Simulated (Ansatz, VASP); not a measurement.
## AlP: VASP beside Ansatz

Contents of INCAR:

```
SYSTEM = AlP
PREC = Accurate
ENCUT = 520
EDIFF = 1E-7
ISMEAR = -1
SIGMA = 0.05
LREAL = .False.
LASPH = .True.
NELM = 60
ALGO = Normal
ISIF = 2
LWAVE = .False.
LCHARG = .False.
GGA = PE
NBANDS = 11
```

The input KPOINTS:

```
Automatic mesh
0
Gamma
  8 8 8
  0 0 0
```

File POSCAR:

```
AlP
1.0
    0.0000000000      2.7072075025      2.7072075025
    2.7072075025      0.0000000000      2.7072075025
    2.7072075025      2.7072075025      0.0000000000
P Al
1 1
Direct
    0.7500000000      0.7500000000      0.7500000000
    0.0000000000      0.0000000000      0.0000000000
```

Contents of input.yaml:

```yaml
crystal:
  lattice:
    - [0.0, 2.7072075025, 2.7072075025]
    - [2.7072075025, 0.0, 2.7072075025]
    - [2.7072075025, 2.7072075025, 0.0]
  atoms:
    - { symbol: P, position: [0.75, 0.75, 0.75] }
    - { symbol: Al, position: [0.0, 0.0, 0.0] }
hamiltonian:
  xc: pbe
  pseudopotentials: { kind: paw }
kpoints:
  mp_grid: { grid: [8, 8, 8] }
scf:
  occupations: { method: fermi_dirac, width: 0.05 }
output:
  forces: true
  stress: true
  eigenvalues: true
```

Change from the starting cell: volume scaled by 0.98.

Alike in both runs: task single point; functional PBE; k mesh 8 × 8 × 8; occupations fermi-dirac, width 0.05 eV; no spin polarisation.

|  | VASP | Ansatz |
| --- | --- | --- |
| version | VASP 6.6.1 | Ansatz 0.2.0 |
| potentials or method | VASP PAW PBE potentials, release 64 (P, Al) | Ansatz PAW |
| plane-wave cutoff (eV) | 520 | 420 |
| valence electrons in the cell | 8 | 8 |

Ansatz gave:

- gap on the k mesh at the Fermi level (eV): 1.53
- least direct gap on the mesh (eV): 3.52
- pressure (GPa): 4.7

**Question.** Which values does VASP return?

**Answer.** gap on the k mesh at the Fermi level (eV): 1.53; least direct gap on the mesh (eV): 3.52; pressure (GPa): 4.6.

The functional is the same, so the differences come from potentials, cutoffs and numerics.

A k mesh can miss the band edges.
